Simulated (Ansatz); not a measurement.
# TaN (P6/mmm) in Ansatz: notebook

Runs on TaN. Level: PBE+U. Tasks: relaxation of cell and atoms.

All numbers are computed with Ansatz 0.2.0; they aren't measurements. Logs are shortened: lines on timing, memory, paths and dates and some standing lists are left out, and cuts for length are marked.

### 1 The crystal as given

Symmetry: P6/mmm, No. 191, hexagonal system. Conventional cell: a = 5.185 Å, b = 5.185 Å, c = 2.908 Å, α = 90.00°, β = 90.00°, γ = 120.00°. Ta (site symmetry 6/mmm) has 6 N at 2.59 Å and 2 Ta at 2.91 Å as nearest neighbours. Ta (site symmetry -6m2) is surrounded by 6 N at 2.09 Å. Around N (site symmetry mmm) lie 4 Ta at 2.09 Å.

### 2 Relaxation of cell and atoms, PBE+U

input.yaml

```yaml
crystal:
  lattice:
    - [5.1850002, 0.0, 0.0]
    - [-2.5925001, 4.49034189, 0.0]
    - [0.0, 0.0, 2.90800053]
  atoms:
    - { symbol: Ta, position: [0.0, 0.0, 0.0] }
    - { symbol: Ta, position: [0.3333333333, 0.6666666667, 0.5] }
    - { symbol: Ta, position: [0.6666666667, 0.3333333333, 0.5] }
    - { symbol: "N", position: [0.5, 0.0, 0.0] }
    - { symbol: "N", position: [0.5, 0.5, 0.0] }
    - { symbol: "N", position: [0.0, 0.5, 0.0] }
hamiltonian:
  xc: pbe
  pseudopotentials: { kind: paw }
  hubbard: { sites: [{ species: Ta, l: d, u_eff: 5.0 }] }
kpoints:
  mp_grid: { grid: [6, 6, 9] }
scf:
  occupations: { method: fermi_dirac, width: 0.05 }
output:
  forces: true
  stress: true
  eigenvalues: true
  write_density: true
  write_potential: true
  elf: true
  volumetric_format: npy
relax:
  f_tol: 0.01
  max_steps: 40
  cell: { stress_tol: 0.05 }
```

Potentials or basis: Ansatz PAW.

Run with:

```bash
$ ansatz run input.yaml --threads 2 --pin off --max-ram 5632MiB --backend cpu --events-out ev --progress --plain --runs-dir out
```

Standard output:

```text
Warning: RAYON_NUM_THREADS=2 ignored (pool sized by the plan → 2); use --threads N
Ta: projections on atomic orbitals take those of the free atom [Kr 4d10 4f14] 5s2 5p6 5d3 6s2, of charge +0.00 (hamiltonian.pseudopotentials.projection_atoms); the dataset's partial waves leave at most 6.0e-5 of an orbital's norm unspanned inside its sphere
N: projections on atomic orbitals take those of the free atom [He] 2s2 2p3, of charge +0.00 (hamiltonian.pseudopotentials.projection_atoms); the dataset's partial waves leave at most 9.3e-9 of an orbital's norm unspanned inside its sphere
Engine: ansatz 0.2.0, aarch64-unknown-linux-gnu
Pseudopotentials: kind: paw
Pseudopotential: Ta, paw, valence charge 13, recommended cutoff 420 eV (normal), Ta.paw.azcp
Pseudopotential: N, paw, valence charge 5, recommended cutoff 420 eV (normal), N.paw.azcp
Functional definition: PBE
  parameter kappa = 0.804
  parameter beta = 0.06672455060314922
  exchange = pbe_x(kappa = kappa, mu = beta*pi^2/3)
  correlation = pbe_c(beta = beta)
Crystal: 6 atoms, lattice volume = 67.705 Å³
Basis set: ecut = 420 eV, 1287 PW (Γ), exchange–correlation on 72×72×40 points (8 copies of the dense FFT grid, shifted against one another)
Bands: 33, of which v1, the nominal top of the filled ones, is band 27 counted from 1 (26 counted from 0)
Symmetry: 24 space group operations
Space group: P6/mmm (ITA 191), of the structure as read, at distance tolerance 4.1e-5 Å
k-points: 35 of 324
Non-local potential: Ta, projectors of the file, l = 0: 3, l = 1: 2, l = 2: 2, l = 3: 1
Non-local potential: N, projectors of the file, l = 0: 2, l = 1: 2, l = 2: 1
PAW form: soft (Blöchl's): semilocal exchange-correlation on the pseudo side does not see the compensation charge
PAW one-centre angular grid: Ta, 590 points (default); XC on 64 Gauss nodes
PAW one-centre angular grid: N, 110 points (default); XC on 64 Gauss nodes
Initial density: superposition of atomic densities (chi_scale 0.1, normalization cell, long waves of neutral atoms under a Hubbard term (reshape's long-wave potential 0.02 eV rms, cloud 2.41 Å wide))
Initial wavefunctions: pseudopotential atomic-orbital guess
Functional: x = pbe(κ = 0.804, μ = 0.2195149727645171), c = pbe(β = 0.06672455060314922)
SCF iter   1: F=—  HF=-30937.288321 eV  |F-HF|=—  |Δ(HF+E_count)|=         —  Δρ=1.00e-1  dr2=7.56e0  ethr=3.10e-3  ⟨swp⟩=5.9  Hψ=4758  notcnv=0
preconditioner: auto → Resta (q_TF=auto, 2.627 Å⁻¹)  ε∞=6.9  [insulator: Δε(μ)=0.144 eV  Ē_g=10.163 eV  σ=0.050 eV  W_gap=0.61  n_scr=26 (ndim 8)  ℏωp=24.7 eV  f_vac=0.000  D(μ)=0.82/eV (n_scr^D=6)  ε∞_Penn≈6.9]
SCF iter   2: F=—  HF=-30935.861898 eV  |F-HF|=—  |Δ(HF+E_count)|=    1.43e0  Δρ=4.09e-2  dr2=9.70e-1  ethr=3.10e-3  ⟨swp⟩=3.0  Hψ=2278  notcnv=0  defer=24
SCF iter   3: F=—  HF=-30935.915876 eV  |F-HF|=—  |Δ(HF+E_count)|=   5.40e-2  Δρ=1.76e-2  dr2=1.65e-1  ethr=1.80e-3  ⟨swp⟩=2.5  Hψ=1651  notcnv=0  defer=22
SCF iter   4: F=—  HF=-30935.928385 eV  |F-HF|=—  |Δ(HF+E_count)|=   1.25e-2  Δρ=4.13e-3  dr2=1.23e-2  ethr=3.06e-4  ⟨swp⟩=2.7  Hψ=2087  notcnv=0  defer=21
SCF iter   5: F=—  HF=-30935.926036 eV  |F-HF|=—  |Δ(HF+E_count)|=   2.35e-3  Δρ=1.11e-3  dr2=7.44e-4  ethr=2.28e-5  ⟨swp⟩=2.0  Hψ=1739  notcnv=0  defer=21
SCF iter   6: F=—  HF=-30935.926239 eV  |F-HF|=—  |Δ(HF+E_count)|=   2.03e-4  Δρ=2.53e-4  dr2=3.73e-5  ethr=1.38e-6  ⟨swp⟩=2.3  Hψ=1817  notcnv=0  defer=18
SCF iter   7: F=—  HF=-30935.926255 eV  |F-HF|=—  |Δ(HF+E_count)|=   1.54e-5  Δρ=6.36e-5  dr2=2.22e-6  ethr=6.91e-8  ⟨swp⟩=2.0  Hψ=1922  notcnv=0  defer=18
SCF iter   8: F=—  HF=-30935.926255 eV  |F-HF|=—  |Δ(HF+E_count)|=   3.55e-8  Δρ=1.54e-5  dr2=2.38e-7  ethr=4.11e-9  ⟨swp⟩=2.0  Hψ=1709  notcnv=0  defer=18
SCF iter   9: F=-30935.926255 eV  HF=-30935.926255 eV  |F-HF|=1.64e-8  |Δ(HF+E_count)|=  3.35e-10  Δρ=3.74e-6  dr2=2.18e-8  ethr=1.85e-10  ⟨swp⟩=12.8  Hψ=8105  notcnv=0
SCF 1 converged in 9 iterations: F = -30935.926255 eV  dr2 = 2.18e-8
[... 54 lines left out ...]
SCF iter   2: F=—  HF=-30936.088253 eV  |F-HF|=—  |Δ(HF+E_count)|=   3.56e-6  Δρ=5.08e-5  dr2=1.11e-6  ethr=3.82e-8  ⟨swp⟩=2.0  Hψ=1668  notcnv=0
SCF iter   3: F=—  HF=-30936.088254 eV  |F-HF|=—  |Δ(HF+E_count)|=   5.05e-7  Δρ=2.96e-5  dr2=3.70e-7  ethr=4.24e-10  ⟨swp⟩=9.9  Hψ=7864  notcnv=0
SCF iter   4: F=-30936.088254 eV  HF=-30936.088254 eV  |F-HF|=4.93e-9  |Δ(HF+E_count)|=   2.51e-7  Δρ=5.07e-6  dr2=9.53e-9  ethr=4.24e-10  ⟨swp⟩=10.0  Hψ=7983  notcnv=0
SCF 6 converged in 4 iterations: F = -30936.088254 eV  dr2 = 9.53e-9
relax step   6: F+E_penalty+E_count = -30936.08825388 eV  Δ(F+E_penalty+E_count) = +1.378e-4 eV  max|allowed force component| = 6.322e-17 eV/Å  Δτ_max = 0.0000 Å  P = +0.006 GPa  Ω = 71.307 Å³  energy of the carried Pulay correction = -2.114e-4 eV  (4 SCF iters, dr2 threshold 2.29e-7 eV, accepted)
iter 1 solved again at ethr=6.12e-8 eV; its pass at ethr=3.10e-3 eV (dr2=3.30e-5 eV) is discarded
SCF iter   1: F=—  HF=-30936.088434 eV  |F-HF|=—  |Δ(HF+E_count)|=         —  Δρ=1.43e-4  dr2=3.10e-7  ethr=6.12e-8  ⟨swp⟩=3.6  Hψ=7878  notcnv=0
preconditioner: auto → Resta (q_TF=auto, 2.605 Å⁻¹)  ε∞=8.0  [insulator: Δε(μ)=0.226 eV  Ē_g=9.133 eV  σ=0.050 eV  W_gap=0.80  n_scr=26 (ndim 8)  ℏωp=24.1 eV  f_vac=0.000  D(μ)=0.56/eV (n_scr^D=0)  ε∞_Penn≈8.0]
SCF iter   2: F=—  HF=-30936.088466 eV  |F-HF|=—  |Δ(HF+E_count)|=   3.19e-5  Δρ=7.25e-5  dr2=8.11e-8  ethr=5.75e-10  ⟨swp⟩=2.0  Hψ=1560  notcnv=0
SCF iter   3: F=—  HF=-30936.088477 eV  |F-HF|=—  |Δ(HF+E_count)|=   1.05e-5  Δρ=1.14e-6  dr2=4.06e-10  ethr=1.50e-10  ⟨swp⟩=1.3  Hψ=1168  notcnv=0
SCF iter   4: F=—  HF=-30936.088477 eV  |F-HF|=—  |Δ(HF+E_count)|=  5.82e-10  Δρ=6.14e-7  dr2=1.20e-10  ethr=1.00e-12  ⟨swp⟩=8.1  Hψ=6303  notcnv=0
SCF iter   5: F=—  HF=-30936.088477 eV  |F-HF|=—  |Δ(HF+E_count)|=  2.62e-10  Δρ=3.38e-7  dr2=8.24e-11  ethr=1.00e-12  ⟨swp⟩=6.7  Hψ=5253  notcnv=0
SCF iter   6: F=-30936.088477 eV  HF=-30936.088477 eV  |F-HF|=1.09e-11  |Δ(HF+E_count)|=    0.00e0  Δρ=7.29e-8  dr2=3.57e-12  ethr=1.00e-12  ⟨swp⟩=6.0  Hψ=5063  notcnv=0
SCF 7 converged in 6 iterations: F = -30936.088477 eV  dr2 = 3.57e-12
relax step   7: F+E_penalty+E_count = -30936.08847687 eV  Δ(F+E_penalty+E_count) = -2.230e-4 eV  max|allowed force component| = 5.551e-17 eV/Å  Δτ_max = 0.0000 Å  P = +0.008 GPa  Ω = 71.307 Å³  stress off target by 1.09e-2 GPa  SCF on the basis re-selected at this cell (its energy is not comparable with the rows above)  (6 SCF iters)
basis re-selected at this cell: Δ(F+E_penalty+E_count) = -2.230e-4 eV, ΔP = +0.002 GPa vs the last step (what re-selecting the basis moved, of the pressure what is left beyond the Pulay correction that the steps carried, after the strain that the cell walked since its last selection, with what the two solves' SCF thresholds leave and, on support functions, any second-order correction that the steps lacked; it is no measure of the basis error at this ecutwfc). This SCF's stress stands 1.09e-2 GPa from its target on what of the cell is left free (relax.cell.stress_tol is 5.00e-2 GPa) and its largest allowed force component is 5.55e-17 eV/Å (relax.f_tol is 1.00e-2 eV/Å): within both
SCF converged after 6 iterations
Free energy (F): -30936.088477 eV
Harris-Foulkes:  -30936.088477 eV  (|F-HF|=1.09e-11)
Internal energy: -30936.083036 eV  (E = F + TS)
E sigma→0 (E₀):  -30936.085756 eV
Entropy (-TS):   -0.005441 eV (-0.907 meV/atom)
Fermi energy:    19.029318 eV
--- Per-component energies (eV) ---
  E_band       = -263.474627
  E_kinetic    = 1490.289467
  E_local      = -2169.369434  (includes V_loc(G=0)·N_el)
  E_nonlocal   = 177.778261
  E_hartree    = 734.751068
  E_xc         = -836.832159
  E_vxc        = -843.041206  (∫ρ·V_xc dr)
  E_hubbard    = 16.646192  (on-site DFT+U / exact-exchange correction)
  E_vhub       = 6.733264  (the Hubbard potential's part of the band-sum identity)
  E_paw        = -25570.821463  (= ΣΔE_a)
  E_vpaw       = -395.368027  (= ΣTr[D̂ρ^β])
  E_aug_tail   = 0.000841  (compensation charges beyond the density's cutoff)
  E_ewald      = -4778.525810
  E_smearing   = -0.005441  (= −TS)
  E_closure    = 0.000000  (closes the sum)
  Σ components = -30936.088477   (vs F -30936.088477, Δ=0.00e0)
--- Forces (eV/Å), atoms counted from 1 ---
  atom   1  Ta     0.00000000     0.00000000     0.00000000
  atom   2  Ta     0.00000000    -0.00000000     0.00000000
  atom   3  Ta     0.00000000     0.00000000     0.00000000
  atom   4  N      0.00000000     0.00000000     0.00000000
  atom   5  N     -0.00000000     0.00000000     0.00000000
  atom   6  N     -0.00000000     0.00000000     0.00000000
  max |Σ_I F_I| component: 4.63e-18 eV/Å
--- Stress (GPa, compression-positive) ---
        0.010925       0.000000       0.000000
       -0.000000       0.010925       0.000000
        0.000000       0.000000       0.002574
  P = ⅓ Tr σ = 0.0081 GPa (0.081 kbar)
--- Band table (eV; the first three rows and the last of 35) ---
  k-point 0: bands = ["-51.1422", "-51.1045", "-50.5554", "-17.9069", "-17.9069", "-17.5848", "-17.5848", "-17.3269", "-17.2235", "-17.2030", "-17.2030", "-16.1203", "0.7334", "3.8717", "3.8717", "8.9034", "12.0219", "12.0219", "13.2145", "13.2145", "13.5017", "15.7555", "15.8560", "15.8560", "16.4269", "16.8386", "18.3730", "18.3730", "19.6759", "19.8953", "19.8953", "21.3318", "21.3318"]
  k-point 1: bands = ["-51.1378", "-51.1007", "-50.5521", "-17.8927", "-17.8927", "-17.5704", "-17.5704", "-17.4268", "-17.3143", "-17.1994", "-17.1994", "-16.1914", "0.9863", "3.7910", "3.7910", "9.3233", "12.0316", "12.0316", "13.0738", "13.0738", "13.3615", "15.3596", "15.3596", "15.7006", "16.4896", "17.3625", "18.6502", "18.6502", "19.5957", "19.5957", "19.8141", "21.5080", "21.5080"]
  k-point 2: bands = ["-51.1252", "-51.0907", "-50.5431", "-17.8572", "-17.8572", "-17.6732", "-17.5394", "-17.5332", "-17.5332", "-17.1907", "-17.1907", "-16.3685", "1.6641", "3.5790", "3.5790", "10.4597", "11.9461", "11.9461", "12.4248", "12.8171", "12.8171", "14.6907", "14.6907", "16.5107", "16.6538", "18.3756", "18.3756", "18.7163", "19.2818", "19.2818", "20.1910", "21.8893", "21.8893"]
  k-point 34: bands = ["-51.0821", "-51.0821", "-50.5179", "-18.0337", "-18.0337", "-17.8309", "-17.6289", "-17.6289", "-17.4279", "-17.1708", "-17.1708", "-16.6826", "3.0685", "3.3217", "3.3217", "11.0761", "11.0761", "12.2307", "12.3427", "12.3427", "12.7259", "12.9685", "15.2429", "15.2429", "16.6195", "16.6195", "17.2885", "21.4365", "21.4365", "21.5617", "21.9290", "21.9290", "22.3510"]
Occupation matrices written to <dir>
--- Relaxed structure (5 steps of the walk, 5 accepted, 2 SCFs on fresh bases) ---
  F+E_penalty+E_count = -30936.08847687 eV   max|allowed force component| = 5.551e-17 eV/Å   (the final SCF, on the basis selected at the relaxed cell)
  cell:  # Å, volume = 71.3069 Å³
    - [5.301252899753799, 0.0, 0.0]
    - [-2.6506264498768997, 4.591019683072711, 0.0]
    - [0.0, 0.0, 2.929840317382045]
  atoms:
    - { symbol: Ta, position: [-1.623209395391233e-35, -3.574208065471205e-36, 0.0] }
    - { symbol: Ta, position: [0.3333333333333333, 0.6666666666666667, 0.5] }
    - { symbol: Ta, position: [0.6666666666666667, 0.33333333333333337, 0.5] }
    - { symbol: N, position: [0.5, -1.4296832261884829e-35, 0.0] }
    - { symbol: N, position: [0.5, 0.5, 0.0] }
    - { symbol: N, position: [0.0, 0.5, 0.0] }
```

Run time: 21 s. Hardware: 2 threads of Arm Neoverse V2, shared host; peak memory 0.44 GiB.

What came out:

* Free energy: -30936.0885 eV
* Relaxed volume: 11.88 Å³/atom
* Relaxed cell: a = 5.301 Å, b = 5.301 Å, c = 2.930 Å, α = 90.00°, β = 90.00°, γ = 120.00°
* Space group after relaxing (to 0.05 Å): P6/mmm (No. 191)
* Energy gained by relaxing: 27.0 meV/atom
* Ionic steps: 7
* Pressure after relaxing: 0.0 GPa
* Band gap on the k mesh: none (metal or under the smearing width)

The path:
```csv
step,energy change (eV),largest force (eV/Å),volume (Å³)
1,0.0000,0.0000,67.71
2,-0.1038,0.0000,72.85
3,-0.1480,0.0000,71.40
4,-0.1490,0.0000,71.23
5,-0.1621,0.0000,71.23
6,-0.1620,0.0000,71.31
7,-0.1622,0.0000,71.31
```

Final structure:
```xyz
6
Lattice="5.3013 0.0000 0.0000 -2.6506 4.5910 0.0000 0.0000 0.0000 2.9298" Properties=species:S:1:pos:R:3 pbc="T T T"
Ta    0.0000    0.0000    0.0000
Ta    0.0000    3.0607    1.4649
Ta    2.6506    1.5303    1.4649
N     2.6506    0.0000    0.0000
N     1.3253    2.2955    0.0000
N    -1.3253    2.2955    0.0000
```

Eigenvalues of the final occupation matrices:
```csv
site,spin,trace,eigenvalues
site 1,1,1.88,0.22 0.22 0.44 0.50 0.50
site 2,1,1.72,0.32 0.32 0.33 0.33 0.42
site 3,1,1.72,0.32 0.32 0.33 0.33 0.42
```

Caveat: the plane-wave basis is chosen anew once the cell has moved, so the energies of steps on either side of that aren't comparable; the pressure holds a Pulay correction of +0.4 GPa for the finite cutoff; U without spin polarisation on a metal has little footing. The run has no spin-orbit coupling, so splittings on Ta are missing.

(Part 1 of 2 ends here.)
